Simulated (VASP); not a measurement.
Here is a VASP 6.6.1 calculation.

The input run.py:

```python
from ase import Atoms
from ase.calculators.vasp import Vasp
from ase.dft.bandgap import bandgap

atoms = Atoms(
    ['Hf', 'C'],
    cell=[[0.0, 2.325, 2.325], [2.325, 0.0, 2.325], [2.325, 2.325, 0.0]],
    scaled_positions=[[0.5, 0.5, 0.5], [0.0, 0.0, 0.0]],
    pbc=True,
)
calc = Vasp(
    directory='calc',
    xc='pbe',
    pp='PBE',
    setups='recommended',
    pp_version='54',
    prec='Accurate',
    encut=520,
    ediff=1e-06,
    ismear=0,
    sigma=0.05,
    lreal=False,
    lasph=True,
    nelm=80,
    algo='Normal',
    isif=2,
    lwave=False,
    lcharg=True,
    lelf=True,
    lvhar=True,
    kpts=[10, 10, 10],
    gamma=True,
)
atoms.calc = calc

print('energy (eV):', atoms.get_potential_energy())
print('free energy (eV):', atoms.get_potential_energy(force_consistent=True))
print('forces (eV/A):')
print(atoms.get_forces())
print('stress (eV/A^3, Voigt):', atoms.get_stress())
print('Fermi level (eV):', calc.get_fermi_level())
gap, top, bottom = bandgap(calc)
print('band gap (eV):', gap, 'from (spin, k, band)', top, 'to', bottom)
```

Potentials or basis: VASP PAW PBE potentials, release 54 (Hf_pv, C).

Command:

```console
$ python run.py
```

What does it give for the pressure?

-0.4 GPa.

Estimate the band gap on the k mesh.

none (metal or under the smearing width).

The run has no spin-orbit coupling, so splittings on Hf are missing.
